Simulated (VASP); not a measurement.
**BaS: single point with PBEsol**

**The experiment to reproduce.**

From a printed reference work, monograph, original work of 1988, for a bulk crystal of BaS at 2 K: band gap 3.806 eV (indirect).

Crystal: BaS.

```
Ba S
1.0
     0.00000    3.16699    3.16699
     3.16699    0.00000    3.16699
     3.16699    3.16699    0.00000
Ba S
1 1
Cartesian
  0.0000 0.0000 0.0000
  3.1670 3.1670 3.1670
```

| Property | Result |
| --- | --- |
| Program | VASP 6.6.1 |
| Task | single point |
| Functional | PBEsol |
| Potentials or basis | VASP PAW PBE potentials, release 64 (Ba_sv, S) |
| Cutoff | 520 eV |
| k mesh | 6 × 6 × 6 |
| Occupations | fermi-dirac, width 0.02 eV |
| Spin | no spin polarisation |
| Dipole correction | no |
| Further INCAR settings | ALGO = Normal; EDIFF = 1e-06; NBANDS = 15 |

```
Pressure               : 0.6 GPa
Band gap on the k mesh : 1.93 eV (least direct gap 2.06 eV)
```

Levels at points of the mesh, in eV from the valence-band top:
```
           k point  band 6  band 7  band 8  band 9  band 10  band 11
(0.00, 0.00, 0.00)    0.00    0.00    0.00    3.53     3.78     3.78
(0.50, 0.00, 0.00)   -2.05   -1.16   -1.16    5.55     5.60     6.36
(0.50, 0.50, 0.00)   -0.51   -0.13   -0.13    1.93     5.97     6.08
```

Wall time 23 s on 1 thread of Intel Xeon 8259CL, with other jobs on the host, peak memory 0.21 GiB.

A measured gap of BaS is 3.806 eV (indirect; 2 K; a printed reference work, monograph, original work of 1988); the calculated 1.93 eV misses it by -1.87 eV. Spin-orbit coupling on Ba is left out. The value is that of PBEsol on a finite k mesh, which can miss the band edges, without temperature or zero-point motion. Semilocal functionals fall short of measured gaps as a rule.

Caveat: the PAW data sets were made with another functional, which shifts forces and pressure a little; spin-orbit coupling is left out, which moves the levels of the heavy elements.
